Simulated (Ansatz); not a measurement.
A (100) slab of ScAl3 (Pm-3m (No. 221)), 6 planes, outer planes ScAl (top) and Al (bottom), with 12 atoms (Sc3Al9) in a surface cell of A = 16.692 Å², as cut from the bulk:

```yaml
crystal:
  lattice:
    - [4.08554, 0.00000, 0.00000]
    - [0.00000, 4.08554, 0.00000]
    - [0.00000, 0.00000, 25.21384]
  atoms:
    - { symbol: Al, position: [0.00000, 0.50000, 0.29746] }
    - { symbol: Al, position: [0.50000, 0.00000, 0.29746] }
    - { symbol: Sc, position: [0.00000, 0.00000, 0.37847] }
    - { symbol: Al, position: [0.50000, 0.50000, 0.37847] }
    - { symbol: Al, position: [0.00000, 0.50000, 0.45949] }
    - { symbol: Al, position: [0.50000, 0.00000, 0.45949] }
    - { symbol: Sc, position: [0.00000, 0.00000, 0.54051] }
    - { symbol: Al, position: [0.50000, 0.50000, 0.54051] }
    - { symbol: Al, position: [0.00000, 0.50000, 0.62153] }
    - { symbol: Al, position: [0.50000, 0.00000, 0.62153] }
    - { symbol: Sc, position: [0.00000, 0.00000, 0.70254] }
    - { symbol: Al, position: [0.50000, 0.50000, 0.70254] }
```

Theory: Ansatz, DFT r2SCAN, scalar-relativistic, plane waves, PAW. Plane waves to 500 eV, a k mesh through Γ of 9×9×1 on the computed 12-atom cell and Gaussian smearing (0.10 eV); no spin polarisation. The cell repeats along c with a dipole correction in the vacuum.

Against the same 12 atoms in the bulk, the slab as cut lies 3.048 eV higher and the relaxed slab 3.010 eV higher.

Q: Work out the surface energy before and after relaxation.

A: The slab has two faces, so γ = (E_slab − N·E_bulk)/(2A), the mean of both. As cut: 3.048/(2 × 16.692) = 0.0913 eV/Å², and 1 eV/Å² = 16.02 J/m², so γ = 1.46 J/m². Relaxed: 3.010/(2 × 16.692) = 0.0902 eV/Å² = 1.44 J/m². Relaxation recovers 1.2 % of the cost of cutting.

Q: What is the ideal work of this cut, per area?

A: Griffith's ideal work is 2γ: 2.93 J/m² if the new faces stay rigid, 2.89 J/m² if they relax. One thickness was run, 6 planes, so γ can still shift with it.